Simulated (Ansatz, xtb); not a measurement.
**Ligand exchange: C4H10O + C2H7AlS → C4H10S + C2H7AlO**

Species: C4H10O (tert-butanol) `CC(C)(C)O`, singlet; C2H7AlS `C[CH2][AlH][SH]`, singlet; C4H10S (2-methyl-2-propanethiol) `CC(C)(C)S`, singlet; C2H7AlO `C[CH2][AlH][OH]`, singlet. The partners trade OH for SH: C–OH and Al–SH bonds give way to C–SH and Al–OH.

Shapes, held fixed at every level: PBE0-D4/def2-TZVP. Flexible molecules stand in one conformer, not always the lowest. Programs: Ansatz 0.2.0, xtb 6.7.1. Electronic energies: no zero-point or thermal term.

(1) Estimate ΔE of this reaction.

## Answers

(1) The highest level, CCSD(T)/CBS estimate, gives ΔE = -39.5 kJ/mol; the levels span -85.7 to -27.3. The column of differences is taken from that level and isn't an error. No measured value is set beside it here. The CBS estimate extrapolates MP2 from def2-TZVPP and def2-QZVPP and adds CCSD(T) − MP2 in the triple-zeta set, cores frozen. Times are processor times on shared x86 and Arm servers, and rough.

```csv
level,kind,ΔE (kJ/mol),less CCSD(T)/CBS estimate,CPU time (sum over the molecules)
GFN2-xTB,semi-empirical,-85.7,-46.2,0.16 s
PBE-D4/def2-TZVPP,GGA,-30.7,+8.8,52 s
r2SCAN-D4/def2-TZVPP,meta-GGA,-31.6,+7.9,88 s
PBE0-D4/def2-TZVPP,global hybrid,-29.1,+10.4,62 s
MP2/def2-SVP,perturbation theory,-36.7,+2.8,–
CCSD(T)/def2-SVP,coupled cluster or CI,-27.3,+12.2,1.8 min
CCSD/def2-TZVPP,coupled cluster or CI,-36.4,+3.1,–
CCSD(T)/CBS estimate,coupled cluster or CI,-39.5,0.0,36 min
```
